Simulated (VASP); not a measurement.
## How uniaxial stress along [111] changes GaAs (F-43m)

Wanted: the response of GaAs to uniaxial stress along [111], as a table, with a fit that predicts a row left out.

Calculated with VASP 6.6.1; LDA; plane waves and PAW (Ga_d, As), in the first sound run; inputs show where later runs differ.

Report form: the programs' logs are mostly left out.

## 1. The structure

Symmetry: F-43m, No. 216, cubic system. Conventional cell: a = 5.653 Å, b = 5.653 Å, c = 5.653 Å, α = 90.00°, β = 90.00°, γ = 90.00°. Ga has 4 As at 2.45 Å nearest. Nearest to As lie 4 Ga at 2.45 Å. Farther neighbours are not listed.

## 2. Relax the crystal, LDA

The series starts from the cell that this level prefers, so that zero strain is near zero stress.

This step took 2 runs in a row; the last is shown.

Level: LDA; plane waves and PAW (Ga_d, As).

Input file INCAR:

```
SYSTEM = GaAs
PREC = Accurate
ENCUT = 450
EDIFF = 1E-07
NELM = 120
ISMEAR = 0
SIGMA = 0.02
LREAL = .FALSE.
ALGO = Normal
GGA = CA
NBANDS = 15
LORBIT = 11
LWAVE = .FALSE.
LCHARG = .FALSE.
KPAR = 8
IBRION = 2
NSW = 40
ISIF = 3
EDIFFG = -0.005
POTIM = 0.4
```

Input file POSCAR:

```
GaAs
1.0
    0.0000000000      2.8045104128      2.8045104128
    2.8045104128      0.0000000000      2.8045104128
    2.8045104128      2.8045104128      0.0000000000
Ga As
1 1
Direct
    0.0000000000      0.0000000000      0.0000000000
    0.2500000000      0.2500000000      0.2500000000
```

Input file KPOINTS:

```
Automatic mesh
0
Gamma
9 9 9
0 0 0
```

PAW data sets: Ga_d and As (LDA family, release 64).

Launch:

```console
$ mpirun -np 8 vasp_std
```

Wall time 2.8 s (8 MPI ranks of AMD EPYC 9R45, shared host); peak memory 1 GiB; 15 s of CPU time.

Read from the output:

- energy(sigma→0) of the program: -9.6394 eV
- stress, compression positive: -0.01 along [111], -0.01 across it (mean), GPa
- volume: 44.117 Å³
- ionic steps: 1

## 3. Strain across the axis, LDA

One member in full: the axis is strained by 1 %, and the two directions across it are strained alike until their mean stress is under 0.012 GPa or five steps are spent.

This step took 2 runs, each at a new trial strain with the atoms of the one before; the last is shown.

Level: LDA; plane waves and PAW (Ga_d, As); cell typed or built by script.

INCAR: that of step 2 with these lines changed.

```diff
@@ -14,7 +14,7 @@
 LCHARG = .FALSE.
-KPAR = 8
-IBRION = 2
-NSW = 40
-ISIF = 3
-EDIFFG = -0.005
-POTIM = 0.4
+KPAR = 2
+IBRION = 1
+NSW = 25
+ISIF = 2
+EDIFFG = -0.004
+POTIM = 0.3
```

Input file POSCAR:

```
GaAs
1.0
    0.0222310500      2.8214399920      2.8214399920
    2.8214399920      0.0222310500      2.8214399920
    2.8214399920      2.8214399920      0.0222310500
Ga As
1 1
Direct
    0.0005371555      0.0005371555      0.0005371555
    0.2494628445      0.2494628445      0.2494628445
```

KPOINTS is that of step 2.

Launch:

```console
$ mpirun -np 2 vasp_std
```

The job ended after 15 s (2 MPI ranks; peak memory 0.28 GiB).

Read from the output:

| Quantity | Value |
| --- | --- |
| energy(sigma→0) of the program | -9.6377 eV |
| stress, compression positive | -1.38 along [111], 0.00 across it (mean), GPa |
| ionic steps | 1 |

## 4. Band edges, TB-mBJ with spin-orbit coupling

Short lines in KPOINTS_OPT sample the zone centre along and across the axis, for masses, and the other valleys.

Level: TB-mBJ, spin-orbit coupling; plane waves and PAW (Ga_d, As); cell typed or built by script.

TB-mBJ has no energy functional, so the total energy, stress and pressure in this output mean nothing.

Input file INCAR:

```
SYSTEM = GaAs
PREC = Accurate
ENCUT = 450
EDIFF = 1E-06
NELM = 150
ISMEAR = 0
SIGMA = 0.02
LREAL = .FALSE.
ALGO = Normal
METAGGA = MBJ
LASPH = .TRUE.
LNONCOLLINEAR = .TRUE.
MAGMOM = 0 0 0 0 0 0
NBANDS = 28
GGA_COMPAT = .FALSE.
LSORBIT = .TRUE.
LWAVE = .FALSE.
LCHARG = .FALSE.
KPAR = 2
```

POSCAR is that of step 3.

Input file KPOINTS:

```
Automatic mesh
0
Gamma
7 7 7
0 0 0
```

Input file KPOINTS_OPT:

```
Line mode
6
Line-mode
Reciprocal
  0.00000000   0.00000000   0.00000000
  0.02602783   0.02602783   0.02602783

  0.00000000   0.00000000   0.00000000
 -0.01575108   0.01575108   0.00000000

  0.31000000   0.31000000   0.00000000
  0.50000000   0.50000000   0.00000000

  0.00000000   0.31000000   0.31000000
  0.00000000   0.50000000   0.50000000

  0.45000000   0.45000000   0.45000000
  0.50000000   0.50000000   0.50000000

  0.45000000   0.00000000   0.00000000
  0.50000000   0.00000000   0.00000000

  0.42500000   0.42500000   0.00000000
  0.42517691   0.44745231   0.02245231

  0.50000000   0.50000000   0.50000000
  0.48424892   0.51575108   0.50000000
```

Launch:

```console
$ mpirun -np 2 vasp_ncl
```

The job ended after 4.7 min (2 MPI ranks; peak memory 0.78 GiB; 9.2 min of CPU time).

## 5. The whole series

LASPH is off in runs at LDA and on in runs at TB-mBJ.

Runs beyond LDA use the data sets made with LDA; this shifts their levels slightly, and their total energies have another zero (at TB-mBJ, which has no energy functional, they mean nothing).

The other members went through these steps as far as the tables show, with the same cutoff and, step by step, the same mesh; 23 runs are not shown. The session took 1.6 core hours (wall time by ranks) on a shared machine.

| strain along the axis (%) | strain across the axis (%) | stress along the axis, tension positive (GPa) | energy above the unstrained row (meV/atom) | gap on the mesh, LDA (eV) |
| --- | --- | --- | --- | --- |
| -2.000 | 0.401 | -2.826 | 4.018 | 0.469 |
| -1.500 | 0.294 | -2.120 | 2.273 | 0.482 |
| -1.000 | 0.192 | -1.403 | 1.037 | 0.493 |
| -0.500 | 0.090 | -0.701 | 0.278 | 0.504 |
| 0 | 0.000 | 0.007 | 0.000 | 0.512 |
| 0.500 | -0.101 | 0.695 | 0.212 | 0.472 |
| 1.000 | -0.189 | 1.376 | 0.884 | 0.429 |
| 1.500 | -0.278 | 2.050 | 2.015 | 0.385 |
| 2.000 | -0.360 | 2.714 | 3.610 | 0.339 |

Slopes at zero strain, from cubics through all rows: strain ratio -0.191, stress over strain 139 GPa.

Band edges at TB-mBJ with spin-orbit coupling, counted from the valence-band top at Γ, spin-orbit pairs averaged, with one row partly withheld:

| strain along the axis (%) | gap (eV) | conduction band at Γ (eV) | Δ or X valley along z (eV) | Δ or X valley along x (eV) | lowest conduction level at L, [111] (eV) | lowest conduction level at L, [-111] (eV) | second valence level below the top (eV) | third valence level below the top (eV) |
| --- | --- | --- | --- | --- | --- | --- | --- | --- |
| -2.000 | 1.465 | 1.657 | 1.775 | 1.775 | 1.465 | 1.783 | 0.158 | 0.431 |
| -1.500 | ? | 1.672 | 1.821 | 1.821 | ? | 1.783 | 0.114 | 0.396 |
| -1.000 | 1.623 | 1.681 | 1.861 | 1.861 | 1.623 | 1.779 | 0.074 | 0.365 |
| -0.500 | 1.684 | 1.684 | 1.893 | 1.893 | 1.696 | 1.773 | 0.035 | 0.339 |
| 0 | 1.679 | 1.679 | 1.919 | 1.919 | 1.764 | 1.764 | 0.000 | 0.318 |
| 0.500 | 1.637 | 1.637 | 1.906 | 1.906 | 1.798 | 1.719 | 0.032 | 0.337 |
| 1.000 | 1.591 | 1.591 | 1.890 | 1.890 | 1.829 | 1.674 | 0.060 | 0.359 |
| 1.500 | 1.542 | 1.542 | 1.871 | 1.871 | 1.860 | 1.629 | 0.084 | 0.385 |
| 2.000 | 1.490 | 1.490 | 1.848 | 1.848 | 1.890 | 1.583 | 0.104 | 0.414 |

Conduction masses, in electron masses:

| strain along the axis (%) | conduction mass at Γ, along the strain axis or the normal of the plane | conduction mass at Γ, across the strain axis or in the plane | L [111] mass, longitudinal | L [111] mass, transverse along [1-10] |
| --- | --- | --- | --- | --- |
| -2.000 | 0.114 | 0.094 | 1.679 | 0.131 |
| -1.500 | 0.109 | 0.095 | 1.700 | 0.131 |
| -1.000 | 0.105 | 0.095 | 1.703 | 0.132 |
| -0.500 | 0.100 | 0.095 | 1.710 | 0.132 |
| 0 | 0.096 | 0.096 | 1.739 | 0.132 |
| 0.500 | 0.092 | 0.097 | 1.775 | 0.133 |
| 1.000 | 0.088 | 0.097 | 1.780 | 0.133 |
| 1.500 | 0.085 | 0.097 | 1.784 | 0.133 |
| 2.000 | 0.081 | 0.098 | 1.828 | 0.133 |

## 6. Fit and prediction

The quantity to fit is the splitting of the lowest conduction levels at the L points ([111] less [-111]) at TB-mBJ with spin-orbit coupling: -0.318, -0.157, -0.078, 0.000, 0.079, 0.155, 0.232, 0.307 eV in the rows shown.

Fitting a parabola to the 8 known rows (d: strain along the axis less the strain across it, in %) gives E = − 5.24e-4 d² + 0.1311 d + 2.87e-5 in eV; the residuals are 1.4e-4 eV r.m.s.

At d = -1.794 this predicts -0.2369 eV.

## 7. The withheld row

The calculation gives -0.2363 eV, so the prediction is 0.0006 eV too low, more than twice the residual of the fit.

The splitting is Ξu times 8/9 of d, with d as a fraction, so the linear term gives Ξu = 14.8 eV.

## 8. What came out

| Item | Value |
| --- | --- |
| Poisson ratio | 0.191 |
| Young's modulus along the axis | 139 GPa |
| gap of the unstrained cell, TB-mBJ with spin-orbit coupling | 1.68 eV |
| shear deformation potential Ξu of the lowest conduction levels at L | 14.8 eV |
| error of the predicted row | -0.6 meV |

As a check, the curvature of the energy gives 138 GPa for the same modulus (energy per volume = E/2 × strain²), 1 % from the slope of the stress. At TB-mBJ with spin-orbit coupling the lowest conduction valley is in turn L, Γ from the first row to the last, and the gap runs between 1.46 and 1.68 eV. At zero strain Γ and L lie only 85 meV apart here, so their order is sensitive to the level and the lattice constant. Hole masses are left out throughout, since the top bands are degenerate or cross in many series; of conduction masses, those of the Γ, L and (for Si and Ge under (001) strain) Δ valleys are kept where they change by under an eighth between rows. A measured gap of unstrained GaAs is 1.42 eV (arxiv:0805.2212, direct gap E0 at Gamma from PR, 300 K); the static gaps here belong to the lattice relaxed at LDA. TB-mBJ is a potential fitted for gaps; it has no energy functional, so its total energies and forces mean nothing, and its bands tend to come out too narrow. Δ or X levels are the lowest on their line, refined by a parabola unless they lie at X; the gap is read from all points sampled and can differ from the lowest valley by some meV, or by tens of meV where strain moves the valence top off Γ. Temperature, zero-point motion and excitons are left out.

[Lines on the potential files, build, host, timing and source positions are cut from VASP's logs without a mark.]

[Logs are printed without paths, hosts, clocks, repeated set-up lines and the standing remarks that a program may print on its own settings, such as how far it seeks lower states.]

[Hosts, paths, dates, database ids (printed as entryN), source tags and the programs' standing remarks are cut or masked in the printed files.]

[In band tables of VASP the shares of atoms and orbitals are scaled to a sum of 1 inside the atoms' spheres.]
